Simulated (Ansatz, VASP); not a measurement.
## TaN: VASP beside Ansatz

```xyz
6
Lattice="5.1536 0.0000 0.0000 -2.5768 4.4631 0.0000 0.0000 0.0000 2.8712" Properties=species:S:1:pos:R:3 pbc="T T T"
Ta    0.0000    0.0000    0.0000
Ta    0.0000    2.9754    1.4356
Ta    2.5768    1.4877    1.4356
N     2.0278    0.0000    0.0000
N     1.5629    2.7070    0.0000
N    -1.0139    1.7561    0.0000
```

Alike in both runs: functional LDA; k mesh 6 × 6 × 6; occupations gaussian, width 0.1 eV; no spin polarisation.

Ansatz relaxed the structure, and its values are those at the end. VASP's run is a single point on that final structure, the one shown.

|  | VASP | Ansatz |
| --- | --- | --- |
| version | VASP 6.6.1 | Ansatz 0.2.0 |
| potentials or method | VASP PAW LDA potentials, release 64 (Ta_pv, N) | scalar-relativistic, plane waves, PAW |
| plane-wave cutoff (eV) | 520 | 420 |
| valence electrons in the cell | 48 | 54 |

Ansatz gave:

| Property | Result |
| --- | --- |
| gap on the k mesh at the Fermi level (eV) | none |
| pressure (GPa) | -0.2 |
| rms of the force components (eV/Å) | 0.003 |

Estimate VASP's values.

gap on the k mesh at the Fermi level (eV): none; pressure (GPa): 1.8; rms of the force components (eV/Å): 0.002.

A gap of «none» marks a metal or a gap that the smearing closes. The two sets of potentials don't hold the same shells in valence. Ansatz warned: «pseudo_functional_mismatch».

Caveats: the k mesh is coarse (spacing up to 0.36 Å⁻¹), so the values aren't converged. Spin-orbit coupling is left out, which matters for the levels of Ta.
